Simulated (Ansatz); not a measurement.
# LiH (Fm-3m) in Ansatz: density of states with LDA

Aim: the density of states of LiH with LDA.

Everything below comes from runs of Ansatz 0.2.0. Logs are shortened: lines on timing, memory, paths and dates and some standing lists are left out, and cuts for length are marked.

**1. The cell of the first run**

It takes space group Fm-3m (No. 225, cubic). The conventional cell has a = 4.074 Å, b = 4.074 Å, c = 4.074 Å, α = 90.00°, β = 90.00°, γ = 90.00°. Around Li (site symmetry m-3m) lie 6 H at 2.04 Å. H (site symmetry m-3m) is surrounded by 6 Li at 2.04 Å.

**2. Density of states, LDA (another cell of the same crystal, with 8 atoms)**

input.yaml

```yaml
crystal:
  lattice:
    - [4.0735, 0.0, 0.0]
    - [0.0, 4.0735, 0.0]
    - [0.0, 0.0, 4.0735]
  atoms:
    - { symbol: Li, position: [0.0, 0.0, 0.0] }
    - { symbol: Li, position: [0.0, 0.5, 0.5] }
    - { symbol: Li, position: [0.5, 0.0, 0.5] }
    - { symbol: Li, position: [0.5, 0.5, 0.0] }
    - { symbol: H, position: [0.5, 0.0, 0.0] }
    - { symbol: H, position: [0.0, 0.5, 0.0] }
    - { symbol: H, position: [0.0, 0.0, 0.5] }
    - { symbol: H, position: [0.5, 0.5, 0.5] }
hamiltonian:
  xc: lda
  pseudopotentials: { kind: paw }
kpoints:
  mp_grid: { grid: [7, 7, 7] }
scf:
  occupations: { method: gaussian, width: 0.05 }
  n_extra_bands: 20
output:
  forces: true
  stress: true
  eigenvalues: true
  dos: { projected: false, de: 0.05, nscf_kmesh: { grid: [11, 11, 11] } }
```

Potentials or basis: Ansatz PAW.

Launch:

```sh
ansatz run input.yaml --threads 4 --pin off --max-ram 11264MiB --backend cpu --events-out ev --progress --plain --runs-dir out
```

Log:

```text
Warning: RAYON_NUM_THREADS=4 ignored (pool sized by the plan → 4); use --threads N
scf.n_extra_bands = 20 over 8 filled bands (N_el = 16.0): the run solves 28 bands
Engine: ansatz 0.2.0, aarch64-unknown-linux-gnu
Pseudopotentials: kind: paw
Pseudopotential: Li, paw, valence charge 3, recommended cutoff 420 eV (normal), Li.paw.azcp
Pseudopotential: H, paw, valence charge 1, recommended cutoff 420 eV (normal), H.paw.azcp
Functional definition: SPW92
  exchange = slater_x
  correlation = pw_c
Crystal: 8 atoms, lattice volume = 67.593 Å³
Basis set: ecut = 420 eV, 1357 PW (Γ)
Bands: 28, of which v1, the nominal top of the filled ones, is band 8 counted from 1 (7 counted from 0)
Symmetry: 192 space group operations
Space group: Fm-3m (ITA 225), of the structure as read, at distance tolerance 4.1e-5 Å
k-points: 20 of 343
Non-local potential: Li, projectors of the file, l = 0: 3, l = 1: 2, l = 2: 1
Non-local potential: H, projectors of the file, l = 0: 2, l = 1: 1
PAW form: soft (Blöchl's): semilocal exchange-correlation on the pseudo side does not see the compensation charge
PAW one-centre angular grid: Li, 110 points (default); XC on 64 Gauss nodes
PAW one-centre angular grid: H, 110 points (default); XC on 64 Gauss nodes
Initial density: superposition of atomic densities (neutral atoms: chi_scale 0, normalization atom), corrected by the library's trained network
Initial wavefunctions: pseudopotential atomic-orbital guess
Functional: x = slater, c = lda
SCF iter   1: F=—  HF=-872.788614 eV  |F-HF|=—  |Δ(HF+E_count)|=         —  Δρ=1.21e-2  dr2=6.53e-2  ethr=1.77e-3  ⟨swp⟩=4.0  Hψ=2032  notcnv=0  defer=107
preconditioner: auto → none  [insulator: Δε(μ)=2.520 eV  Ē_g=15.214 eV  σ=0.050 eV  W_gap=1.00  n_scr=6 (ndim 8)  ℏωp=12.8 eV  f_vac=0.000  D(μ)=0.00/eV (n_scr^D=0)  ε∞_Penn≈1.7]
SCF iter   2: F=—  HF=-872.752508 eV  |F-HF|=—  |Δ(HF+E_count)|=   3.61e-2  Δρ=4.09e-3  dr2=6.73e-3  ethr=4.08e-4  ⟨swp⟩=1.6  Hψ=768  notcnv=0  defer=234
SCF iter   3: F=—  HF=-872.747277 eV  |F-HF|=—  |Δ(HF+E_count)|=   5.23e-3  Δρ=1.65e-4  dr2=8.61e-6  ethr=4.21e-5  ⟨swp⟩=2.0  Hψ=496  notcnv=0  defer=257
SCF iter   4: F=—  HF=-872.747273 eV  |F-HF|=—  |Δ(HF+E_count)|=   4.15e-6  Δρ=1.79e-5  dr2=1.65e-7  ethr=5.38e-8  ⟨swp⟩=2.2  Hψ=425  notcnv=0  defer=257
iter 5 did not close the SCF: its close was put off for the readings that it lacked (scf_convergence_deferred on its scf_iter line)
SCF iter   5: F=-872.747273 eV  HF=-872.747273 eV  |F-HF|=1.18e-10  |Δ(HF+E_count)|=   1.07e-7  Δρ=3.00e-6  dr2=4.35e-9  ethr=1.03e-9  ⟨swp⟩=2.1  Hψ=421  notcnv=0  defer=257
SCF iter   6: F=-872.747273 eV  HF=-872.747273 eV  |F-HF|=7.96e-13  |Δ(HF+E_count)|=  6.57e-10  Δρ=8.29e-8  dr2=1.82e-12  ethr=2.72e-11  ⟨swp⟩=7.0  Hψ=2643  notcnv=0
SCF 1 converged in 6 iterations: F = -872.747273 eV  dr2 = 1.82e-12
NSCF: frozen V_eff on 56 k-points
SCF converged after 6 iterations
Free energy (F): -872.747273 eV
Harris-Foulkes:  -872.747273 eV  (|F-HF|=7.96e-13)
Internal energy: -872.747273 eV  (E = F + TS)
E sigma→0 (E₀):  -872.747273 eV
Fermi energy:    1.797135 eV
--- Per-component energies (eV) ---
  E_band       = -358.624681
  E_kinetic    = 140.107239
  E_local      = -501.643008  (includes V_loc(G=0)·N_el)
  E_nonlocal   = -126.804186
  E_hartree    = 139.909989
  E_xc         = -78.169134
  E_vxc        = -101.963958  (∫ρ·V_xc dr)
  E_paw        = -75.772634  (= ΣΔE_a)
  E_vpaw       = -48.136885  (= ΣTr[D̂ρ^β])
  E_aug_tail   = -0.003873  (compensation charges beyond the density's cutoff)
  E_ewald      = -370.371664
  E_smearing   = -0.000000  (= −TS)
  E_closure    = -0.000000  (closes the sum)
  Σ components = -872.747273   (vs F -872.747273, Δ=0.00e0)
--- Forces (eV/Å), atoms counted from 1 ---
  atom   1  Li     0.00000000    -0.00000000     0.00000000
  atom   2  Li     0.00000000    -0.00000000     0.00000000
  atom   3  Li     0.00000000    -0.00000000     0.00000000
  atom   4  Li     0.00000000    -0.00000000     0.00000000
  atom   5  H      0.00000000    -0.00000000    -0.00000000
  atom   6  H     -0.00000000    -0.00000000    -0.00000000
  atom   7  H      0.00000000    -0.00000000    -0.00000000
  atom   8  H     -0.00000000    -0.00000000     0.00000000
  max |Σ_I F_I| component: 1.34e-29 eV/Å
--- Stress (GPa, compression-positive) ---
       -4.075397      -0.000000       0.000000
       -0.000000      -4.075397      -0.000000
        0.000000       0.000000      -4.075397
  P = ⅓ Tr σ = -4.0754 GPa (-40.754 kbar)
--- Band table (eV; the first three rows and the last of 20) ---
  k-point 0: bands = ["-43.0032", "-42.9463", "-42.9463", "-42.9463", "-4.9086", "0.4693", "0.4693", "0.4693", "3.1250", "3.1250", "3.1250", "10.6428", "10.6428", "10.6428", "10.6428", "10.6428", "10.6428", "13.8479", "13.8479", "13.8479", "15.9849", "16.8194", "16.8194", "16.8194", "17.3949", "17.3949", "17.3949", "22.1371"]
  k-point 1: bands = ["-43.0004", "-42.9491", "-42.9462", "-42.9462", "-4.7904", "-0.4539", "0.4243", "0.4243", "3.3063", "3.3063", "4.3637", "9.3960", "9.3960", "10.8139", "10.8139", "10.8193", "10.8193", "14.0320", "15.2408", "15.4578", "15.4578", "16.4821", "16.4821", "16.8127", "16.8730", "16.8730", "17.9303", "20.4079"]
  k-point 2: bands = ["-42.9923", "-42.9568", "-42.9461", "-42.9461", "-4.4314", "-1.7982", "0.3259", "0.3259", "3.8493", "3.8493", "6.6244", "7.5845", "7.5845", "11.2058", "11.2058", "11.3468", "11.3468", "13.7938", "14.5841", "14.8950", "14.8950", "16.8357", "17.0180", "17.0180", "18.1089", "18.3575", "18.3575", "18.4326"]
  k-point 19: bands = ["-42.9617", "-42.9589", "-42.9589", "-42.9589", "-2.3870", "-2.0754", "-2.0754", "-2.0754", "5.0632", "5.0632", "5.0632", "5.4720", "12.7831", "12.7831", "12.7831", "13.6987", "15.1924", "15.1924", "15.1924", "15.6913", "15.6913", "15.6913", "15.9939", "15.9939", "19.0862", "19.0862", "19.8893", "19.8893"]
```

It took 2.4 s on 4 threads of Arm Neoverse N1, shared host; peak memory 0.32 GiB.

Results:

- Free energy: -872.7473 eV
- Pressure: -4.1 GPa
- Band gap on the k mesh: 2.66 eV

States per cell in windows of 1 eV (zero at the valence-band top; states under -8 eV left out):
| from (eV) | total |
| --- | --- |
| -8.0 | 0.00 |
| -7.0 | 0.00 |
| -6.0 | 0.13 |
| -5.0 | 0.89 |
| -4.0 | 1.36 |
| -3.0 | 2.23 |
| -2.0 | 2.03 |
| -1.0 | 1.36 |
| 0.0 | 0.00 |
| 1.0 | 0.00 |
| 2.0 | 0.04 |
| 3.0 | 0.56 |
| 4.0 | 2.39 |
| 5.0 | 1.94 |
| 6.0 | 1.90 |
| 7.0 | 2.00 |

Caveat: odd divisions of the mesh miss points on the zone boundary, where band edges often lie, so the gap on the mesh can be too wide. A k mesh can miss the band edges.
